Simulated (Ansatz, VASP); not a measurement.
## HfO2: VASP beside Ansatz

One calculation is typed for both programs; each brings its own data sets. How far apart do they land? Of the first pair: The two relaxations start from unlike cells of this crystal (the structure described is Ansatz's start), so only their ends are compared.

Calculated with Ansatz 0.2.0; plane waves, with VASP 6.6.1 beside it; relaxation of cell and atoms at BLYP with D3(BJ) and relaxation of cell and atoms at BLYP.

## 1. Starting point

Symmetry: Fm-3m, No. 225, cubic system. The conventional cell has a = 5.115 Å, b = 5.115 Å, c = 5.115 Å, α = 90.00°, β = 90.00°, γ = 90.00°. Nearest to Hf lie 8 O at 2.21 Å. O has 4 Hf at 2.21 Å nearest. Farther neighbours and most contacts between anions are not listed.

## 2. Ansatz: relaxation of cell and atoms, BLYP with D3(BJ)

Ansatz runs on its default PAW (the set named soft_2) files.

The relaxed volume is the usual yardstick between codes: in a stiff, nearly cubic crystal its relative difference is about their pressure difference at one cell divided by the bulk modulus.

Contents of input.yaml:

```yaml
crystal:
  lattice:
    - [0.0, 2.5575, 2.5575]
    - [2.5575, 0.0, 2.5575]
    - [2.5575, 2.5575, 0.0]
  atoms:
    - { symbol: Hf, position: [0.0, 0.0, 0.0] }
    - { symbol: O, position: [0.25, 0.25, 0.25] }
    - { symbol: O, position: [0.75, 0.75, 0.75] }
kpoints:
  mp_grid: { grid: [6, 6, 6] }
hamiltonian:
  xc: blyp
  dispersion: d3bj
scf:
  occupations: { method: gaussian, width: 0.02 }
output:
  forces: true
  stress: true
  eigenvalues: true
relax:
  adjacent_minimum: "off"
  f_tol: 0.005
  max_steps: 60
  cell: { stress_tol: 0.03 }
```

The run is started by

```console
ansatz run input.yaml --threads 4 --pin off --max-ram 8192MiB --backend cpu --events-out ev --progress --plain --runs-dir out
```

Numbers of over 12 decimals in the logs are rounded to 6 here.

The log of the run:

```text
Engine: ansatz 0.2.0, aarch64-unknown-linux-gnu
Pseudopotentials: kind: paw
Pseudopotential: Hf, paw, valence charge 26, recommended cutoff 420 eV (normal), Hf.paw.azcp
Pseudopotential: O, paw, valence charge 6, recommended cutoff 420 eV (normal), O.paw.azcp
Functional definition: BLYP
  parameter beta = 0.0042
  parameter a = 0.04918
  parameter b = 0.132
  parameter c = 0.2533
  parameter d = 0.349
  exchange = b88_x(beta = beta)
  correlation = lyp_c(a = a, b = b, c = c, d = d)
Crystal: 3 atoms, lattice volume = 33.456 Å³
Basis set: ecut = 420 eV, 645 PW (Γ), exchange–correlation on 50×50×50 points (8 copies of the dense FFT grid, shifted against one another)
Bands: 23, of which v1, the nominal top of the filled ones, is band 19 counted from 1 (18 counted from 0)
Symmetry: 48 space group operations
Space group: Fm-3m (ITA 225), of the structure as read, at distance tolerance 3.2e-5 Å
k-points: 16 of 216
Non-local potential: Hf, projectors of the file, l = 0: 3, l = 1: 2, l = 2: 2, l = 3: 3
Non-local potential: O, projectors of the file, l = 0: 2, l = 1: 2, l = 2: 1
PAW form: soft (Blöchl's): semilocal exchange-correlation on the pseudo side does not see the compensation charge
PAW frozen core: Hf, regenerated for the run's functional, and the local potential with it (the file was generated under x = pbe(κ = 0.804, μ = 0.219515), c = pbe(β = 0.066725))
PAW frozen core: O, regenerated for the run's functional, and the local potential with it (the file was generated under x = pbe(κ = 0.804, μ = 0.219515), c = pbe(β = 0.066725))
PAW one-centre angular grid: Hf, 590 points (default); XC on 64 Gauss nodes
PAW one-centre angular grid: O, 110 points (default); XC on 64 Gauss nodes
Initial density: superposition of atomic densities (neutral atoms: chi_scale 0, normalization atom), corrected by the library's trained network
Initial wavefunctions: pseudopotential atomic-orbital guess
Functional: x = b88, c = lyp
SCF iter   1: F=—  HF=-16890.905983 eV  |F-HF|=—  |Δ(HF+E_count)|=         —  Δρ=2.50e-2  dr2=1.55e-1  ethr=1.77e-3  ⟨swp⟩=4.9  Hψ=1366  notcnv=0
preconditioner: auto → none  [insulator: Δε(μ)=4.077 eV  Ē_g=18.189 eV  σ=0.020 eV  W_gap=1.00  n_scr=14 (ndim 8)  ℏωp=38.5 eV  f_vac=0.066  D(μ)=0.00/eV (n_scr^D=0)  ε∞_Penn≈5.5]
SCF iter   2: F=—  HF=-16890.887125 eV  |F-HF|=—  |Δ(HF+E_count)|=   1.89e-2  Δρ=1.68e-2  dr2=8.48e-2  ethr=4.09e-4  ⟨swp⟩=2.1  Hψ=800  notcnv=0
SCF iter   3: F=—  HF=-16890.864675 eV  |F-HF|=—  |Δ(HF+E_count)|=   2.25e-2  Δρ=1.48e-3  dr2=3.80e-4  ethr=2.23e-4  ⟨swp⟩=2.0  Hψ=637  notcnv=0
SCF iter   4: F=—  HF=-16890.864736 eV  |F-HF|=—  |Δ(HF+E_count)|=   6.10e-5  Δρ=3.79e-4  dr2=1.37e-5  ethr=9.99e-7  ⟨swp⟩=2.0  Hψ=656  notcnv=0
SCF iter   5: F=—  HF=-16890.864626 eV  |F-HF|=—  |Δ(HF+E_count)|=   1.10e-4  Δρ=1.95e-4  dr2=3.82e-6  ethr=3.61e-8  ⟨swp⟩=2.0  Hψ=672  notcnv=0
SCF iter   6: F=—  HF=-16890.864629 eV  |F-HF|=—  |Δ(HF+E_count)|=   3.08e-6  Δρ=6.19e-5  dr2=6.35e-7  ethr=1.01e-8  ⟨swp⟩=2.0  Hψ=670  notcnv=0
SCF iter   7: F=-16890.864628 eV  HF=-16890.864628 eV  |F-HF|=6.49e-9  |Δ(HF+E_count)|=   2.85e-7  Δρ=1.29e-5  dr2=2.47e-8  ethr=2.63e-10  ⟨swp⟩=3.2  Hψ=1593  notcnv=0
the search or the solves at the SCF's close seem to have found levels that the self-consistency loop had missed (the run counts 1). By its estimate they hold under 1e-12 electrons; where the run keeps them, the occupations were computed again with them
SCF 1 converged in 7 iterations: F = -16890.864628 eV  dr2 = 2.47e-8
  greatest PAW one-centre occupation: 0.999 electrons in one spin orbital (limit 2), on the Hf atom at site 0 (counted from 0), in its partial waves of l = 3
relax step   1: F+E_penalty+E_count = -16890.86462837 eV  Δ(F+E_penalty+E_count) = +0.000e0 eV  max|allowed force component| = 1.735e-18 eV/Å  Δτ_max = 0.0000 Å  P = -4.084 GPa  Ω = 33.456 Å³  (7 SCF iters, dr2 threshold 1.00e-7 eV, accepted)
[...]
relax step   3: F+E_penalty+E_count = -16890.87507088 eV  Δ(F+E_penalty+E_count) = +4.518e-4 eV  max|allowed force component| = 1.022e-17 eV/Å  Δτ_max = 0.0000 Å  P = -0.025 GPa  Ω = 32.920 Å³  energy of the carried Pulay correction = +3.469e-3 eV  (5 SCF iters, dr2 threshold 3.00e-7 eV, accepted)
[...]
relax step   4: F+E_penalty+E_count = -16890.87172457 eV  Δ(F+E_penalty+E_count) = +3.346e-3 eV  max|allowed force component| = 1.079e-17 eV/Å  Δτ_max = 0.0000 Å  P = -0.179 GPa  Ω = 32.920 Å³  stress off target by 1.79e-1 GPa  SCF on the basis re-selected at this cell (its energy is not comparable with the rows above)  (7 SCF iters)
[...]
relax step   5: F+E_penalty+E_count = -16890.87188715 eV  Δ(F+E_penalty+E_count) = -1.626e-4 eV  max|allowed force component| = 9.059e-18 eV/Å  Δτ_max = 0.0000 Å  P = -0.003 GPa  Ω = 32.897 Å³  energy of the carried Pulay correction = +1.497e-4 eV  (4 SCF iters, dr2 threshold 8.00e-8 eV, accepted)
[...]
relax step   6: F+E_penalty+E_count = -16890.87188716 eV  Δ(F+E_penalty+E_count) = -7.061e-9 eV  max|allowed force component| = 1.079e-17 eV/Å  Δτ_max = 0.0000 Å  P = -0.007 GPa  Ω = 32.897 Å³  stress off target by 6.66e-3 GPa  SCF on the basis re-selected at this cell (its energy is not comparable with the rows above)  (6 SCF iters)
basis re-selected at this cell: Δ(F+E_penalty+E_count) = -7.061e-9 eV, ΔP = -0.003 GPa vs the last step (what re-selecting the basis moved, of the pressure what is left beyond the Pulay correction that the steps carried, after the strain that the cell walked since its last selection, with what the two solves' SCF thresholds leave and, on support functions, any second-order correction that the steps lacked; it is no m [...]
SCF converged after 6 iterations
Free energy (F): -16890.871887 eV
Harris-Foulkes:  -16890.871887 eV  (|F-HF|=0.00e0)
Internal energy: -16890.871887 eV  (E = F + TS)
E sigma→0 (E₀):  -16890.871887 eV
Fermi energy:    18.113765 eV
--- Per-component energies (eV) ---
  E_band       = 58.401876
  E_kinetic    = 772.631408
  E_local      = -5765.642941  (includes V_loc(G=0)·N_el)
  E_nonlocal   = -1147.141118
  E_hartree    = 2644.691082
  E_xc         = -444.229495
  E_vxc        = -448.324834  (∫ρ·V_xc dr)
  E_paw        = -7275.756137  (= ΣΔE_a)
  E_vpaw       = 1357.492038  (= ΣTr[D̂ρ^β])
  E_aug_tail   = 0.005129  (compensation charges beyond the density's cutoff)
  E_ewald      = -5673.903990
  E_disp       = -1.612964  (pairwise vdW)
  E_core_change = 0.087141  (= ΣΔE_core)
  E_smearing   = -0.000000  (= −TS)
  E_closure    = 0.000000  (closes the sum)
  Σ components = -16890.871887   (vs F -16890.871887, Δ=0.00e0)
--- Forces (eV/Å), atoms counted from 1 ---
  atom   1  Hf     0.00000000    -0.00000000     0.00000000
  atom   2  O     -0.00000000     0.00000000    -0.00000000
  atom   3  O      0.00000000    -0.00000000     0.00000000
  max |Σ_I F_I| component: 5.78e-19 eV/Å
--- Stress (GPa, compression-positive) ---
       -0.006663      -0.000000      -0.000000
       -0.000000      -0.006663      -0.000000
       -0.000000      -0.000000      -0.006663
  P = ⅓ Tr σ = -0.0067 GPa (-0.067 kbar)
--- Band table (eV; the first three rows and the last of 16) ---
  k-point 0: bands = [... 15 lower, 10.9343, 15.5933, 15.5933, 15.5933, 20.0783, 20.0783, 22.1902, 26.4481]
  k-point 1: bands = [... 15 lower, 11.6445, 14.8705, 15.1512, 15.1512, 20.5044, 20.5044, 23.1096, 25.4773]
  k-point 2: bands = [... 15 lower, 12.9706, 13.7049, 14.5653, 14.5653, 20.8484, 20.8484, 23.1150, 25.5353]
  k-point 15: bands = [... 15 lower, 13.2288, 14.1410, 14.7424, 16.0463, 20.6697, 21.4821, 22.9579, 23.6101]
--- Relaxed structure (4 steps of the walk, 4 accepted, 2 SCFs on fresh bases) ---
  F+E_penalty+E_count = -16890.87188716 eV   max|allowed force component| = 1.079e-17 eV/Å   (the final SCF, on the basis selected at the relaxed cell)
  cell:  # Å, volume = 32.8969 Å³
    - [0, 2.543168, 2.543168]
    - [2.543168, 0, 2.543168]
    - [2.543168, 2.543168, 0]
  atoms:
    - { symbol: Hf, position: [0, 0, 0] }
    - { symbol: O, position: [0.25, 0.25, 0.25] }
    - { symbol: O, position: [0.750000, 0.750000, 0.750000] }
```

The column dr2 measures how far the density is from self-consistency, as an energy; F and HF (Harris–Foulkes) agree once it is small.

## 3. VASP: relaxation of cell and atoms, BLYP with D3(BJ)

Its own start cell and the same functional (in two slightly different forms), mesh and smearing now go to VASP, with its own data sets.

Lines of VASP's logs that name or quote its potential files are left out, and so is its time.

Contents of INCAR:

```
SYSTEM = HfO2
PREC = Accurate
ENCUT = 600
EDIFF = 1E-07
NELM = 120
ISMEAR = 0
SIGMA = 0.02
LREAL = .FALSE.
ALGO = Normal
GGA = B5
ALDAX = 1
AGGAX = 1
AGGAC = 1
ALDAC = 0
IVDW = 12
VDW_S6 = 1
VDW_S8 = 2.6996
VDW_A1 = 0.4298
VDW_A2 = 4.2359
NBANDS = 17
LASPH = .TRUE.
LORBIT = 11
LWAVE = .FALSE.
LCHARG = .FALSE.
ISIF = 3
IBRION = 2
NSW = 80
EDIFFG = -0.005
GGA_COMPAT = .FALSE.
NELMIN = 4
EFERMI = MIDGAP
```

Contents of POSCAR:

```
HfO2
1.0
    0.0000000000      2.5320105860      2.5320105860
    2.5320105860      0.0000000000      2.5320105860
    2.5320105860      2.5320105860      0.0000000000
Hf O
1 2
Direct
    0.0000000000      0.0000000000      0.0000000000
    0.2500000000      0.2500000000      0.2500000000
    0.7500000000      0.7500000000      0.7500000000
```

Contents of KPOINTS:

```
Automatic mesh
0
Gamma
6 6 6
0 0 0
```

Potentials, in the order of the species: Hf_pv and O (PBE family, release 64).

The run is started by

```console
mpirun -np 1 vasp_std
```

The log of the run:

```text
[banner, memory and clock lines left out]
running    1 mpi-ranks, on    1 nodes
 distrk:  each k-point on    1 cores,    1 groups
 distr:  one band on    1 cores,    1 groups

 POSCAR found type information on POSCAR HfO
 POSCAR found :  2 types and       3 ions
|                                                                             |
|               ----> ADVICE to this user running VASP <----                  |
|                                                                             |
|     You enforced a specific xc type in the INCAR file but a different       |
|     [... a line on the potential file left out ...]
|     I HOPE YOU KNOW WHAT YOU ARE DOING!                                     |
|                                                                             |

 LDA part: xc-table for (Slater(with rela. corr.)+VWN5), standard interpolation
 POSCAR, INCAR and KPOINTS ok, starting setup
 FFT: planning ... GRIDC
 FFT: planning ... GRID_SOFT
 FFT: planning ... GRID
 WAVECAR not read
 entering main loop
       N       E                     dE             d eps       ncg     rms          rms(c)
DAV:   1     0.103108283145E+03    0.10311E+03   -0.13980E+04   544   0.143E+03
DAV:   2    -0.312595353744E+02   -0.13437E+03   -0.13238E+03   680   0.322E+02
DAV:   3    -0.355870169822E+02   -0.43275E+01   -0.43156E+01   662   0.515E+01
DAV:   4    -0.356137699470E+02   -0.26753E-01   -0.26747E-01   693   0.422E+00
DAV:   5    -0.356139617379E+02   -0.19179E-03   -0.19178E-03   663   0.345E-01    0.463E+01
DAV:   6    -0.290261446784E+02    0.65878E+01   -0.27148E+01   559   0.376E+01    0.413E+01
DAV:   7    -0.289332551716E+02    0.92890E-01   -0.85566E-01   610   0.770E+00    0.298E+01
DAV:   8    -0.289100659417E+02    0.23189E-01   -0.33899E-01   556   0.563E+00    0.107E+01
DAV:   9    -0.288847346474E+02    0.25331E-01   -0.78264E-02   587   0.246E+00    0.224E+00
DAV:  10    -0.288846838127E+02    0.50835E-04   -0.32034E-03   640   0.451E-01    0.128E-01
DAV:  11    -0.288846919845E+02   -0.81718E-05   -0.17042E-04   683   0.112E-01    0.137E-01
DAV:  12    -0.288846954476E+02   -0.34632E-05   -0.16425E-05   626   0.320E-02    0.256E-02
DAV:  13    -0.288846959840E+02   -0.53632E-06   -0.59999E-07   711   0.680E-03    0.535E-03
DAV:  14    -0.288846960317E+02   -0.47772E-07   -0.92394E-09   357   0.908E-04
   1 F= -.30520305E+02 E0= -.30520305E+02  d E =-.305203E+02
 curvature:   0.00 expect dE= 0.000E+00 dE for cont linesearch  0.000E+00
 trial: gam= 0.00000 g(F)=  0.432E-46 g(S)=  0.184E-04 ort = 0.000E+00 (trialstep = 0.100E+01)
 search vector abs. value=  0.184E-04
 bond charge predicted
       N       E                     dE             d eps       ncg     rms          rms(c)
DAV:   1    -0.288864308301E+02   -0.17348E-02   -0.23527E-03   574   0.424E-01    0.151E-01
DAV:   2    -0.288863495240E+02    0.81306E-04   -0.35261E-04   558   0.133E-01    0.464E-02
DAV:   3    -0.288863369484E+02    0.12576E-04   -0.19738E-05   572   0.361E-02    0.301E-02
DAV:   4    -0.288863338636E+02    0.30848E-05   -0.10699E-05   585   0.254E-02    0.214E-02
DAV:   5    -0.288863340878E+02   -0.22416E-06   -0.22240E-07   638   0.376E-03    0.313E-02
DAV:   6    -0.288863334534E+02    0.63439E-06   -0.34360E-07   590   0.398E-03    0.154E-03
DAV:   7    -0.288863334586E+02   -0.52423E-08   -0.11994E-08   289   0.971E-04
   2 F= -.30520302E+02 E0= -.30520302E+02  d E =0.314188E-05
 trial-energy change:    0.000003  1 .order    0.000004   -0.000018    0.000027
 step:   0.4430(harm=  0.4050)  dis= 0.00000  next Energy=   -30.520310 (dE=-0.417E-05)
 bond charge predicted
       N       E                     dE             d eps       ncg     rms          rms(c)
DAV:   1    -0.288854577238E+02    0.87573E-03   -0.73059E-04   570   0.237E-01    0.834E-02
DAV:   2    -0.288854321995E+02    0.25524E-04   -0.10938E-04   556   0.740E-02    0.255E-02
DAV:   3    -0.288854281559E+02    0.40435E-05   -0.60729E-06   570   0.201E-02    0.166E-02
DAV:   4    -0.288854272020E+02    0.95395E-06   -0.33057E-06   584   0.141E-02    0.119E-02
DAV:   5    -0.288854271511E+02    0.50841E-07   -0.62757E-08   353   0.209E-03
   3 F= -.30520309E+02 E0= -.30520309E+02  d E =-.404886E-05
 curvature:  -0.20 expect dE=-0.518E-07 dE for cont linesearch -0.518E-07
 trial: gam= 0.00000 g(F)=  0.325E-46 g(S)=  0.257E-06 ort =-0.217E-05 (trialstep = 0.889E+00)
 search vector abs. value=  0.257E-06
 reached required accuracy - stopping structural energy minimisation
```

Parts of OUTCAR (step 3):

```text
ion  position               nearest neighbor table
   1  0.000  0.000  0.000-   3 2.19   3 2.19   3 2.19   2 2.19   3 2.19   2 2.19   2 2.19   2 2.19

  LATTYP: Found a face centered cubic cell.
 ALAT       =     5.0640211720

 Subroutine GETGRP returns: Found 48 space group operations
 (whereof 48 operations were pure point group operations)

The static configuration has the point symmetry O_h .

 Found     16 irreducible k-points:

   k-points           NKPTS =     16   k-points in BZ     NKDIM =     16   number of bands    NBANDS=     17

   dimension x,y,z NGX =    30 NGY =   30 NGZ =   30
   dimension x,y,z NGXF=    60 NGYF=   60 NGZF=   60

   ENCUT  =  600.0 eV  44.10 Ry    6.64 a.u.   7.15  7.15  7.15*2*pi/ulx,y,z

   NELECT =      22.0000    total number of electrons

 k-points in reciprocal lattice and weights: Automatic mesh
   0.00000000  0.00000000  0.00000000       0.005
   0.16666667  0.00000000  0.00000000       0.037
   0.33333333  0.00000000  0.00000000       0.037
   0.50000000  0.00000000  0.00000000       0.019
   0.16666667  0.16666667  0.00000000       0.028
   0.33333333  0.16666667  0.00000000       0.111
   0.50000000  0.16666667  0.00000000       0.111
  -0.33333333  0.16666667  0.00000000       0.111
  -0.16666667  0.16666667  0.00000000       0.056
[...]
-0.33333333  0.33333333  0.16666667       0.111
  -0.33333333  0.50000000  0.16666667       0.056

 Edisp (eV)   -1.63397

 average (electrostatic) potential at core
       1 -37.3638       2 -69.2194       3 -69.2194

 E-fermi :   6.6097

 k-point     1 :       0.0000    0.0000    0.0000
  band No.  band energies     occupation
    ...
      7      -0.6361      2.00000
      8      -0.6361      2.00000
      9       4.0660      2.00000
     10       4.0660      2.00000
     11       4.0660      2.00000
     12       8.5769      0.00000
     13       8.5769      0.00000
     14      10.8439      0.00000
     15      15.0763      0.00000
     16      15.0763      0.00000
    ...

 k-point     2 :       0.1667    0.0000    0.0000
  band No.  band energies     occupation
    ...
      7      -0.3784      2.00000
      8       0.0714      2.00000
      9       3.3506      2.00000
     10       3.6195      2.00000
     11       3.6195      2.00000
     12       9.0174      0.00000
     13       9.0174      0.00000
     14      11.7521      0.00000
     15      14.0913      0.00000
     16      14.6608      0.00000
    ...

 k-point     3 :       0.3333    0.0000    0.0000
  band No.  band energies     occupation
    ...
      7       0.1465      2.00000
      8       1.4060      2.00000
      9       2.2030      2.00000
     10       3.0305      2.00000
     11       3.0305      2.00000
     12       9.3710      0.00000
     13       9.3710      0.00000
     14      11.6900      0.00000
     15      14.1431      0.00000
     16      14.1431      0.00000
    ...

 Edisp (eV)   -1.63488

  Total      -0.00231    -0.00231    -0.00231    -0.00000    -0.00000     0.00000
  in kB      -0.11387    -0.11387    -0.11387    -0.00000    -0.00000     0.00000
  external pressure =       -0.11 kB  Pullay stress =        0.00 kB

  energy-cutoff  :      600.00
  volume of cell :       32.48
      direct lattice vectors                 reciprocal lattice vectors
     0.000000000  2.532362467  2.532362467    -0.197444089  0.197444089  0.197444089
     2.532362467 -0.000000000  2.532362467     0.197444089 -0.197444089  0.197444089
     2.532362467  2.532362467  0.000000000     0.197444089  0.197444089 -0.197444089

 POSITION                                       TOTAL-FORCE (eV/Angst)
 -----------------------------------------------------------------------------------
      0.00000      0.00000      0.00000         0.000000     -0.000000      0.000000
      1.26618      1.26618      1.26618        -0.000000     -0.000000     -0.000000
      3.79854      3.79854      3.79854         0.000000      0.000000      0.000000
 -----------------------------------------------------------------------------------
    total drift:                                0.000000     -0.000000      0.000000

  FREE ENERGIE OF THE ION-ELECTRON SYSTEM (eV)
  ---------------------------------------------------
  free  energy   TOTEN  =       -30.5203094736 eV

  energy  without entropy=      -30.5203094736  energy(sigma->0) =      -30.52030947

 reached required accuracy - stopping structural energy minimisation

 total charge
# of ion       s       p       d       tot
------------------------------------------
    1        0.284   6.581   1.365   8.230
    2        1.552   3.578   0.000   5.130
    3        1.552   3.578   0.000   5.130
--------------------------------------------------
tot          3.388  13.738   1.365  18.491

[... 3 further parts left out ...]
```

Harder data sets than Hf_pv exist (the GW ones), and pressures, volumes and forces can shift noticeably with them.

## 4. Differences

Known differences besides the potentials themselves: the data sets hold 38 valence electrons in Ansatz (on its default PAW (the set named soft_2) files) and 22 in VASP; the cutoff is 420 eV in Ansatz and 600 eV in VASP; Ansatz makes its cores anew for this functional, VASP keeps those of its PBE data sets; VASP's log shows a relativistic correction to its local exchange, Ansatz's none; Ansatz adds a Pulay correction to the stress that steers its cell, VASP none. Total energies have different zeros and are not compared.

Compared:

```tsv
quantity	Ansatz	VASP	difference
volume (Å³)	32.90	32.48	+1.29 %
edge a after relaxation, in the typed setting (Å)	3.597	3.581	+0.43 %
```

(Continued in part 2 of 2.)

[Lines on the potential files, build, host, timing and source positions are cut from VASP's logs without a mark.]

[Logs are printed without paths, hosts, clocks, repeated set-up lines and the standing remarks that a program may print on its own settings, such as how far it seeks lower states.]

[Hosts, paths, dates, database ids (printed as entryN), source tags and the programs' standing remarks are cut or masked in the printed files.]
